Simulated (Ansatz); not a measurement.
# Sr: the cost of one run

Program: Ansatz 0.2.0. Level of theory: DFT PBE, scalar-relativistic, plane waves, PAW. These are calculated values, not measurements.

### Step 1. The system as given

It takes space group Fm-3m (No. 225, cubic). Conventional cell: a = 4.489 Å, b = 4.489 Å, c = 4.489 Å, α = 90.00°, β = 90.00°, γ = 90.00°. Mg (site symmetry m-3m) is surrounded by 12 Mg at 3.17 Å.

Structure file:

```cif
data_structure
_symmetry_space_group_name_H-M 'P 1'
_symmetry_Int_Tables_number 1
_cell_length_a 3.1739
_cell_length_b 3.1739
_cell_length_c 3.1739
_cell_angle_alpha 60.000
_cell_angle_beta 60.000
_cell_angle_gamma 60.000
_cell_volume 22.61
loop_
_atom_site_label
_atom_site_type_symbol
_atom_site_fract_x
_atom_site_fract_y
_atom_site_fract_z
_atom_site_occupancy
Mg1 Mg 0.00000 0.00000 0.00000 1
```

The structure comes from the Materials Project (structure only).

### Step 2. Substitution of an element, cell strained: Mg → Sr, first probe

The change: Sr takes all sites of Mg, and lengths are scaled by 1.230 as a first guess of the size; strain xx, yy, zz, yz, xz, xy = -1.2, -1.2, -1.2, +0.0, +0.0, +0.0 %.

Input file input.yaml:

```yaml
crystal:
  lattice:
    - [0.0, 2.7280522714, 2.7280522714]
    - [2.7280522714, 0.0, 2.7280522714]
    - [2.7280522714, 2.7280522714, 0.0]
  atoms:
    - { symbol: Sr, position: [0.0, 0.0, 0.0] }
basis:
  ecutwfc: 420
kpoints:
  mp_grid: { grid: [6, 6, 6] }
hamiltonian:
  xc: pbe
scf:
  occupations: { method: gaussian, width: 0.1 }
output:
  forces: true
  stress: true
  eigenvalues: true
```

Started as:

```sh
$ ansatz run input.yaml --threads 1 --pin off --max-ram 1331MiB --backend cpu --events-out ev --progress --plain --runs-dir out
```

What time and memory should one allow on 1 thread of an x86-64 CPU, shared host?

About 1.2 s, with a peak of 0.28 GiB.
